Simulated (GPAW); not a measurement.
Set up this calculation in GPAW 26.7.0, as an ASE script.

| Item | Value |
| --- | --- |
| Task | relaxation of cell and atoms |
| Functional | BLYP |
| Dispersion | D3(BJ) |
| Potentials or basis | PAW data sets generated in the run's folder for this functional |
| Cutoff | 800 eV |
| Basis | pw |
| k mesh | 10 × 10 × 5 |
| Occupations | fermi-dirac, width 0.05 eV |
| Spin | no spin polarisation |
| Eigensolver | davidson |
| Maxiter | 150 |
| Optimizer | BFGS |
| Fmax | 0.01 eV/Å |
| Max steps | 60 |
| Convergence | density=1e-05 forces=0.0001 |

Mg:

```
CELL_PARAMETERS angstrom
3.20930 0.00000 0.00000
-1.60465 2.77934 0.00000
0.00000 0.00000 5.21030
ATOMIC_POSITIONS crystal
Mg 0.66667 0.33333 0.75000
Mg 0.33333 0.66667 0.25000
```

These files were run (other wordings do the same):

run.py

```python
from ase import Atoms
from ase.calculators.mixing import SumCalculator
from ase.filters import FrechetCellFilter
from ase.io import write
from ase.optimize import BFGS
from dftd3.ase import DFTD3
from gpaw import GPAW, PW, setup_paths

setup_paths.insert(0, '.')

atoms = Atoms(['Mg', 'Mg'],
              cell=[[3.2093, 0.0, 0.0],
                    [-1.60465, 2.7793353284, 0.0],
                    [0.0, 0.0, 5.2103]],
              scaled_positions=[[0.6666666667, 0.3333333333, 0.75],
                                [0.3333333333, 0.6666666667, 0.25]],
              pbc=True)

calc = GPAW(mode=PW(800),
            xc='BLYP',
            kpts={'size': (10, 10, 5), 'gamma': True},
            occupations={'name': 'fermi-dirac', 'width': 0.05},
            nbands=19,
            convergence={'density': 1e-05, 'forces': 0.0001},
            eigensolver='davidson',
            maxiter=150,
            txt='gpaw.txt')
atoms.calc = SumCalculator([calc, DFTD3(method='blyp', damping='d3bj')])
opt = BFGS(FrechetCellFilter(atoms), trajectory='relax.traj', logfile='-')
done = opt.run(fmax=0.01, steps=60)
calc.write('gs.gpw')
write('result.traj', atoms)
print('Converged:', done)
print('Cell:', atoms.cell.cellpar().round(4))
print('Volume:', round(atoms.get_volume(), 4))
print(atoms.get_scaled_positions().round(5))
```

Potentials or basis: PAW data sets generated in the run's folder for this functional, pw.

The run is started by

```console
$ gpaw-setup -f BLYP Mg
$ OMP_NUM_THREADS=1 python run.py
```

It gave:

- Relaxed volume: 20.52 Å³/atom
- Relaxed cell: a = 3.048 Å, b = 3.048 Å, c = 5.100 Å, α = 90.00°, β = 90.00°, γ = 120.00°
- Space group after relaxing (to 0.05 Å): P6_3/mmc (No. 194)
- Energy gained by relaxing: 41.1 meV/atom
- Ionic steps: 8
- Pressure after relaxing: 0.0 GPa
- Band gap on the k mesh: none (metal or under the smearing width)
- Dispersion energy per atom: -0.726 eV

Caveat: later steps reuse the first step's grids; the volume moved by -12 % from the deposited cell, more than functionals usually miss; pairwise dispersion overbinds metals, which lowers pressure and volume.

Run time: 5 min on 1 thread of Arm Neoverse V1, with other jobs on the host, peak memory 0.39 GiB.
